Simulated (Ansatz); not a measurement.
The system is HfSiO4 (Hafnon).

```
Hf Si O
1.0
    -3.28625    3.28625    2.98160
     3.28625   -3.28625    2.98160
     3.28625    3.28625   -2.98160
Hf Si O
2 2 8
Direct
  0.00000 0.00000 0.00000
  0.75000 0.25000 0.50000
  0.50000 0.50000 0.00000
  0.25000 0.75000 0.50000
  0.68020 0.49570 0.81550
  0.24570 0.93020 0.31550
  0.68020 0.86470 0.18450
  0.61470 0.93020 0.68450
  0.06980 0.38530 0.31550
  0.50430 0.31980 0.18450
  0.06980 0.75430 0.68450
  0.13530 0.31980 0.81550
```

- Program: Ansatz 0.2.0
- Task: relaxation of cell and atoms
- Functional: BLYP
- Dispersion: D4
- Potentials or basis: Ansatz PAW
- Cutoff: 420 eV (not typed: the program's choice for these potentials)
- k mesh: 6 × 6 × 6
- Occupations: fermi-dirac, width 0.05 eV
- Spin: no spin polarisation

At the start: volume 10.73 Å³/atom.

Q: How do energy, volume and symmetry change on relaxing?

A: It ends after 8 steps and the volume is 10.98 Å³/atom (+2.3 %); space group I4_1/amd (No. 141, to 0.05 Å).

Step by step:
```
step  energy change (eV)  largest force (eV/Å)  volume (Å³)
   1              0.0000                0.1888       128.80
   2             -0.0268                0.3798       131.69
   3             -0.0371                0.0285       131.68
   4             -0.0378                0.0117       131.63
   5             -0.0381                0.0059       131.58
   6             -0.0559                0.0066       131.58
   7             -0.0552                0.0013       131.73
   8             -0.0559                0.0013       131.73
```

Final structure:
```
Hf Si O
1.0
    -3.30515    3.30515    3.01478
     3.30515   -3.30515    3.01478
     3.30515    3.30515   -3.01478
Hf Si O
2 2 8
Direct
  0.00000 0.00000 0.00000
  0.75000 0.25000 0.50000
  0.50000 0.50000 0.00000
  0.25000 0.75000 0.50000
  0.67950 0.49460 0.81510
  0.24460 0.92950 0.31510
  0.67950 0.86441 0.18490
  0.61441 0.92950 0.68490
  0.07050 0.38559 0.31510
  0.50540 0.32050 0.18490
  0.07050 0.75540 0.68490
  0.13559 0.32050 0.81510
```

Caveat: the plane-wave basis is chosen anew once the cell has moved, so the energies of steps on either side of that aren't comparable; the pressure holds a Pulay correction of +0.9 GPa for the finite cutoff; the PAW data sets come from PBE, with cores solved anew for the run's functional, which leaves a small shift of forces and pressure.
